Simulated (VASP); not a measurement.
## SiC: relaxation of the atoms with PBE+D3(BJ)

The system is SiC.

```
Si C
1.0
     0.00000    2.03688    2.03688
     2.03688    0.00000    2.03688
     2.03688    2.03688    0.00000
Si C
1 1
Cartesian
  0.0000 0.0000 0.0000
  2.0369 2.0369 2.0369
```

The cell was built by a generator and needn't be a form met in nature.

The cell isn't the ideal one: a relaxed cell with its volume scaled by 1.04.

```yaml
Program: VASP 6.6.1
Task: relaxation of the atoms
Functional: PBE
Dispersion: D3(BJ)
Potentials_or_basis: VASP PAW PBE potentials, release 64 (Si, C)
Cutoff: 600 eV
k_mesh: 12 × 12 × 12
Occupations: gaussian, width 0.03 eV
Spin: no spin polarisation
Further_INCAR_settings: ALGO = Fast; EDIFF = 1e-07; IBRION = 2; EDIFFG = -0.01; NSW = 40
```

```yaml
Pressure_after_relaxing: -10.1 GPa
Band_gap_on_the_k_mesh: none (metal or under the smearing width)
Dispersion_energy_per_atom: -0.366 eV
```

Final structure:
```
Si C
1.0
     0.00000    2.03688    2.03688
     2.03688    0.00000    2.03688
     2.03688    2.03688    0.00000
Si C
1 1
Direct
  0.00000 0.00000 0.00000
  0.50000 0.50000 0.50000
```

Levels at points of the mesh, in eV from the Fermi level:
```csv
k point,band 1,band 2,band 3,band 4,band 5,band 6,band 7,band 8
"(0.00, 0.00, 0.00)",-18.23,0.02,0.02,0.02,7.16,8.96,8.96,8.96
"(0.50, 0.00, 0.00)",-13.13,-11.38,-0.98,-0.98,5.20,5.20,5.81,9.41
"(0.50, 0.50, 0.00)",-11.42,-9.62,-4.21,-4.21,-1.04,2.64,14.58,14.86
```

Run time: 8.1 s on 1 thread of Intel(R) Xeon(R) 6975P-C (Granite Rapids), on a shared host, peak memory 0.15 GiB.

Caveat: the relaxation stopped at its first step, so nothing moved; pairwise dispersion overbinds metals, which lowers pressure and volume.
